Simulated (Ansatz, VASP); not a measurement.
**Cross-check of SiSeS between VASP and Ansatz**

Wanted: the spread between two codes on one cell, functional and k mesh. Of the first pair: The structure shown is the start of the Ansatz relaxation below; VASP solves that cell, so the two are compared at the walk's first step.

Program: Ansatz 0.2.0. Level of theory: plane waves, with VASP 6.6.1 beside it; PBE. Results are calculated unless marked as measured.

### 1. Set-up

The cell holds 3 atoms: 1 Se, 1 S and 1 Si. Cell: a = 3.500 Å, b = 3.500 Å, c = 29.450 Å, α = 90.0°, β = 90.0°, γ = 120.0°. Vacuum lies along c. The height across the vacuum is the one that the program set for its solve, not the one typed.

### 2. Ansatz: relaxation, PBE

Ansatz runs on its default PAW (the set named soft_2) files.

The two programs are compared at the cell with which this relaxation starts, whose forces are those of its first step.

The input, input.yaml:

```yaml
crystal:
  lattice:
    - [3.49988098, 0.0, 0.0]
    - [-1.7499405, 3.03098584, 0.0]
    - [0.0, 0.0, 19.0352208]
  atoms:
    - { symbol: Se, position: [0.0, 0.0, 0.57420692] }
    - { symbol: S, position: [0.66666667, 0.33333333, 0.42579308] }
    - { symbol: Si, position: [0.33333333, 0.66666667, 0.49643117] }
  periodic: [true, true, false]
kpoints:
  mp_grid: { grid: [9, 9, 1] }
scf:
  occupations: { method: fermi_dirac, width: 0.05 }
hamiltonian:
  xc: pbe
  pseudopotentials: { kind: paw }
output:
  forces: true
  stress: true
relax:
  f_tol: 0.02
  max_steps: 50
  cell: {}
```

The run is started by

```console
$ ansatz run input.yaml --threads 4 --pin off --max-ram 8192MiB --backend cpu --events-out ev --progress --plain --runs-dir out
```

Numbers of over 12 decimals in the logs are rounded to 6 here.

What it wrote:

```text
Warning: crystal.periodic: the lattice vector that does not repeat stood 0.000° off the slab's normal, 19.035 Å along it as the deck builds it. The run solves the slab on a vector along the normal, 29.450 Å long, with every atom where it was (on the deck's vector they left 16.21 Å outside them, and the widest stretch free of ions among them is 1.48 Å). A fractional position that the run reports is one of the run's ce [...]
crystal.periodic: the lattice vector that does not repeat stood 0.000° off the slab's normal, 19.035 Å along it as the deck builds it. The run solves the slab on a vector along the normal, 29.450 Å long, with every atom where it was (on the deck's vector they left 16.21 Å outside them, and the widest stretch free of ions among them is 1.48 Å). A fractional position that the run reports is one of the run's cell, which [...]
Engine: ansatz 0.2.0, x86_64-unknown-linux-gnu
Pseudopotentials: kind: paw
Pseudopotential: Se, paw, valence charge 16, recommended cutoff 420 eV (normal), Se.paw.azcp
Pseudopotential: S, paw, valence charge 6, recommended cutoff 420 eV (normal), S.paw.azcp
Pseudopotential: Si, paw, valence charge 4, recommended cutoff 420 eV (normal), Si.paw.azcp
Functional definition: PBE
  parameter kappa = 0.804
  parameter beta = 0.066725
  exchange = pbe_x(kappa = kappa, mu = beta*pi^2/3)
  correlation = pbe_c(beta = beta)
Crystal: 3 atoms, lattice volume = 312.410 Å³
Basis set: ecut = 420 eV, 6069 PW (Γ), exchange–correlation on 48×48×400 points (8 copies of the dense FFT grid, shifted against one another)
Bands: 17, of which v1, the nominal top of the filled ones, is band 13 counted from 1 (12 counted from 0)
Symmetry: 6 space group operations
Space group: P3m1 (ITA 156), of the structure as read, at distance tolerance 6.8e-5 Å
k-points: 12 of 81 (time reversal used)
Non-local potential: Se, projectors of the file, l = 0: 2, l = 1: 2, l = 2: 3, l = 3: 1
Non-local potential: S, projectors of the file, l = 0: 2, l = 1: 2, l = 2: 2
Non-local potential: Si, projectors of the file, l = 0: 2, l = 1: 2, l = 2: 2
PAW form: soft (Blöchl's): semilocal exchange-correlation on the pseudo side does not see the compensation charge
PAW one-centre angular grid: Se, 590 points (default); XC on 64 Gauss nodes
PAW one-centre angular grid: S, 110 points (default); XC on 64 Gauss nodes
PAW one-centre angular grid: Si, 110 points (default); XC on 64 Gauss nodes
Initial density: superposition of atomic densities (neutral atoms: chi_scale 0, normalization atom), corrected by the library's trained network
Initial wavefunctions: pseudopotential atomic-orbital guess
Functional: x = pbe(κ = 0.804, μ = 0.219515), c = pbe(β = 0.066725)
SCF iter   1: F=—  HF=-7008.108340 eV  |F-HF|=—  |Δ(HF+E_count)|=         —  Δρ=1.25e-3  dr2=3.25e-2  ethr=1.77e-3  ⟨swp⟩=14.1  Hψ=1881  notcnv=0
[...]
preconditioner: auto → none  [insulator: Δε(μ)=0.746 eV  Ē_g=10.412 eV  σ=0.050 eV  W_gap=1.00  n_scr=16 (ndim 8)  ℏωp=8.7 eV  f_vac=0.769  D(μ)=0.00/eV (n_scr^D=0)  ε∞_Penn≈1.7]
SCF iter   2: F=—  HF=-7008.198020 eV  |F-HF|=—  |Δ(HF+E_count)|=   1.22e-3  Δρ=1.08e-3  dr2=2.96e-2  ethr=3.30e-5  ⟨swp⟩=3.4  Hψ=366  notcnv=0  recentre
SCF iter   3: F=—  HF=-7008.195258 eV  |F-HF|=—  |Δ(HF+E_count)|=   2.76e-3  Δρ=7.08e-4  dr2=6.16e-3  ethr=3.30e-5  ⟨swp⟩=3.4  Hψ=354  notcnv=0
SCF iter   4: F=—  HF=-7008.194293 eV  |F-HF|=—  |Δ(HF+E_count)|=   9.65e-4  Δρ=2.71e-4  dr2=2.06e-4  ethr=2.37e-5  ⟨swp⟩=1.9  Hψ=256  notcnv=0
SCF iter   5: F=—  HF=-7008.194267 eV  |F-HF|=—  |Δ(HF+E_count)|=   2.60e-5  Δρ=1.02e-4  dr2=3.24e-5  ethr=7.91e-7  ⟨swp⟩=3.6  Hψ=425  notcnv=0
SCF iter   6: F=—  HF=-7008.194267 eV  |F-HF|=—  |Δ(HF+E_count)|=   3.90e-8  Δρ=6.17e-5  dr2=1.82e-5  ethr=1.25e-7  ⟨swp⟩=3.0  Hψ=395  notcnv=0
SCF iter   7: F=—  HF=-7008.194262 eV  |F-HF|=—  |Δ(HF+E_count)|=   4.58e-6  Δρ=2.32e-5  dr2=2.55e-6  ethr=6.98e-8  ⟨swp⟩=2.8  Hψ=317  notcnv=0
SCF iter   8: F=-7008.194261 eV  HF=-7008.194261 eV  |F-HF|=1.49e-7  |Δ(HF+E_count)|=   8.36e-7  Δρ=6.66e-6  dr2=2.14e-7  ethr=1.15e-9  ⟨swp⟩=5.8  Hψ=1105  notcnv=0
SCF 3 converged in 8 iterations: F = -7008.194261 eV  dr2 = 2.14e-7
relax step   3: F+E_penalty+E_count = -7008.19426126 eV  Δ(F+E_penalty+E_count) = -1.109e-2 eV  max|allowed force component| = 7.016e-2 eV/Å  Δτ_max = 0.0291 Å  P = +0.628 N/m  Ω = 292.704 Å³  energy of the carried Pulay correction = +2.760e-4 eV  fix = [c, alpha, beta]  reactions: c +0.000 N/m  (8 SCF iters, dr2 threshold 3.00e-7 eV, accepted)
[...]
relax step   4: F+E_penalty+E_count = -7008.19658031 eV  Δ(F+E_penalty+E_count) = -2.319e-3 eV  max|allowed force component| = 1.168e-1 eV/Å  Δτ_max = 0.0128 Å  P = +0.005 N/m  Ω = 296.050 Å³  energy of the carried Pulay correction = +2.279e-4 eV  fix = [c, alpha, beta]  reactions: c +0.000 N/m  (7 SCF iters, dr2 threshold 3.00e-7 eV, accepted)
[...]
relax step   5: F+E_penalty+E_count = -7008.19696697 eV  Δ(F+E_penalty+E_count) = -3.867e-4 eV  max|allowed force component| = 2.060e-3 eV/Å  Δτ_max = 0.0041 Å  P = -0.008 N/m  Ω = 295.974 Å³  energy of the carried Pulay correction = +2.290e-4 eV  fix = [c, alpha, beta]  reactions: c -0.000 N/m  (5 SCF iters, dr2 threshold 3.00e-7 eV, accepted)
[...]
relax step   6: F+E_penalty+E_count = -7008.19676769 eV  Δ(F+E_penalty+E_count) = +1.993e-4 eV  max|allowed force component| = 1.846e-3 eV/Å  Δτ_max = 0.0000 Å  P = -0.009 N/m  Ω = 295.974 Å³  fix = [c, alpha, beta]  reactions: c -0.000 N/m  stress off target by 9.41e-3 N/m on what of the cell is left free  SCF on the basis re-selected at this cell (its energy is not comparable with the rows above)  (8 SCF iters)
basis re-selected at this cell: Δ(F+E_penalty+E_count) = +1.993e-4 eV, ΔP = -0.001 N/m vs the last step (what re-selecting the basis moved, of the pressure what is left beyond the Pulay correction that the steps carried, after the strain that the cell walked since its last selection, with what the two solves' SCF thresholds leave and, on support functions, any second-order correction that the steps lacked; it is no m [...]
SCF converged after 8 iterations
Free energy (F): -7008.196768 eV
Harris-Foulkes:  -7008.196768 eV  (|F-HF|=2.18e-11)
Internal energy: -7008.196702 eV  (E = F + TS)
E sigma→0 (E₀):  -7008.196735 eV
Entropy (-TS):   -0.000066 eV (-0.022 meV/atom)
Fermi energy:    -5.451633 eV
--- Per-component energies (eV) ---
  E_band       = -712.728404
  E_kinetic    = 269.000873
  E_local      = -38693.579409  (includes V_loc(G=0)·N_el)
  E_nonlocal   = -543.977383
  E_hartree    = 19138.813465
  E_xc         = -257.548325
  E_vxc        = -233.888903  (∫ρ·V_xc dr)
  E_paw        = -3023.834325  (= ΣΔE_a)
  E_vpaw       = 212.090102  (= ΣTr[D̂ρ^β])
  E_aug_tail   = -0.000618  (compensation charges beyond the density's cutoff)
  E_ewald      = 16102.929019
  E_smearing   = -0.000066  (= −TS)
  E_closure    = 0.000000  (closes the sum)
  Σ components = -7008.196768   (vs F -7008.196768, Δ=0.00e0)
--- Forces (eV/Å), atoms counted from 1 ---
  atom   1  Se    -0.00000000    -0.00000000    -0.00093985
  atom   2  S      0.00000000     0.00000000     0.00184582
  atom   3  Si    -0.00000000    -0.00000000    -0.00090574
  max |Σ_I F_I| component: 2.36e-7 eV/Å
--- 2D stress c σ (N/m, compression-positive) ---
       -0.009408      -0.000000      -0.000000
        0.000000      -0.009408      -0.000000
       -0.000000      -0.000000      -0.000000
  P = ½ c Tr σ = -0.0094 N/m
--- Relaxed structure (5 steps of the walk, 5 accepted, 1 SCFs on fresh bases) ---
  F+E_penalty+E_count = -7008.19676769 eV   max|allowed force component| = 1.846e-3 eV/Å   (the final SCF, on the basis selected at the relaxed cell)
  cell:  # Å, volume = 295.9736 Å³
    - [3.406569, 5.619572236086427e-9, 0]
    - [-1.703284, 2.950175, 0]
    - [0, 0, 29.450180]
  atoms:
    - { symbol: Se, position: [0, 0, 0.370105] }
    - { symbol: S, position: [0.666667, 0.333333, 0.276436] }
    - { symbol: Si, position: [0.333333, 0.666667, 0.320682] }
```

The column dr2 measures how far the density is from self-consistency, as an energy; F and HF (Harris–Foulkes) agree once it is small.

### 3. VASP: single point, PBE, start cell, pair 1

The same cell, functional, mesh and smearing now go to VASP, with its own data sets.

Lines of VASP's logs that name or quote its potential files are left out, and so is its time.

The input, INCAR:

```
SYSTEM = SiSeS
PREC = Accurate
ENCUT = 400
EDIFF = 1E-06
NELM = 120
ISMEAR = -1
SIGMA = 0.05
LREAL = .FALSE.
ALGO = Normal
GGA = PE
NBANDS = 14
LORBIT = 11
LWAVE = .FALSE.
LCHARG = .FALSE.
ISIF = 2
LDIPOL = .TRUE.
IDIPOL = 3
DIPOL = 0.5 0.5 0.322
LVHAR = .TRUE.
LASPH = .TRUE.
GGA_COMPAT = .FALSE.
EFERMI = MIDGAP
NELMDL = -8
```

The input, POSCAR:

```
SiSeS
1.0
    3.4998810000      0.0000000000      0.0000000000
   -1.7499400000      3.0309860000      0.0000000000
    0.0000000000      0.0000000000     29.4501800000
Se S Si
1 1 1
Direct
    0.0000000000      0.0000000000      0.3711405499
    0.6666666667      0.3333333333      0.2752127491
    0.3333333333      0.6666666667      0.3208699234
```

The input, KPOINTS:

```
Automatic mesh
0
Gamma
9 9 1
0 0 0
```

The projector-augmented-wave data sets are Se, S and Si (PBE family, release 64).

The run is started by

```console
$ mpirun -np 1 vasp_std
```

What it wrote:

```text
[banner, memory and clock lines left out]
running    1 mpi-ranks, on    1 nodes
 distrk:  each k-point on    1 cores,    1 groups
 distr:  one band on    1 cores,    1 groups

 POSCAR found type information on POSCAR SeS Si
 POSCAR found :  3 types and       3 ions
 LDA part: xc-table for (Slater+PW92), standard interpolation
 POSCAR, INCAR and KPOINTS ok, starting setup
 FFT: planning ... GRIDC
 FFT: planning ... GRID_SOFT
 FFT: planning ... GRID
 WAVECAR not read
 entering main loop
       N       E                     dE             d eps       ncg     rms          rms(c)
DAV:   1     0.112849327403E+03    0.11285E+03   -0.41451E+03   336   0.637E+02
DAV:   2     0.144092698604E+00   -0.11271E+03   -0.10398E+03   584   0.132E+02
DAV:   3    -0.139714542029E+02   -0.14116E+02   -0.13838E+02   432   0.600E+01
DAV:   4    -0.143815236105E+02   -0.41007E+00   -0.40758E+00   466   0.124E+01
DAV:   5    -0.143919995416E+02   -0.10476E-01   -0.10474E-01   434   0.206E+00
DAV:   6    -0.143924057003E+02   -0.40616E-03   -0.40615E-03   518   0.411E-01
DAV:   7    -0.143924144272E+02   -0.87269E-05   -0.87266E-05   476   0.478E-02
DAV:   8    -0.143924145474E+02   -0.12020E-06   -0.12016E-06   392   0.539E-03    0.764E+00
DAV:   9    -0.142155108441E+02    0.17690E+00   -0.21619E-01   450   0.314E+00    0.472E+00
DAV:  10    -0.141938069443E+02    0.21704E-01   -0.21117E-01   444   0.273E+00    0.837E-01
DAV:  11    -0.141902130118E+02    0.35939E-02   -0.17362E-02   468   0.915E-01    0.454E-01
DAV:  12    -0.141897682173E+02    0.44479E-03   -0.37813E-03   474   0.358E-01    0.133E-01
DAV:  13    -0.141897497153E+02    0.18502E-04   -0.36836E-04   450   0.139E-01    0.524E-02
DAV:  14    -0.141897473946E+02    0.23207E-05   -0.94247E-05   468   0.634E-02    0.223E-02
[...]
DAV:  18    -0.141899411788E+02   -0.71481E-04   -0.11327E-05   378   0.122E-02    0.540E-03
DAV:  19    -0.141899647826E+02   -0.23604E-04   -0.15433E-06   406   0.492E-03    0.240E-03
DAV:  20    -0.141899874870E+02   -0.22704E-04   -0.90455E-07   372   0.342E-03    0.175E-03
DAV:  21    -0.141899951029E+02   -0.76159E-05   -0.88059E-08   360   0.136E-03    0.420E-04
DAV:  22    -0.141900052052E+02   -0.10102E-04   -0.40060E-07   344   0.178E-03    0.817E-04
DAV:  23    -0.141900069588E+02   -0.17536E-05   -0.33770E-08   378   0.677E-04    0.386E-04
DAV:  24    -0.141900093789E+02   -0.24201E-05   -0.46907E-08   324   0.709E-04    0.343E-04
DAV:  25    -0.141900102747E+02   -0.89584E-06   -0.11741E-08   354   0.396E-04
   1 F= -.14190010E+02 E0= -.14189976E+02  d E =-.689054E-04
```

(Part 1 of 2 ends here.)

[Lines on the potential files, build, host, timing and source positions are cut from VASP's logs without a mark.]

[Logs are printed without paths, hosts, clocks, repeated set-up lines and the standing remarks that a program may print on its own settings, such as how far it seeks lower states.]

[Hosts, paths, dates, database ids (printed as entryN), source tags and the programs' standing remarks are cut or masked in the printed files.]
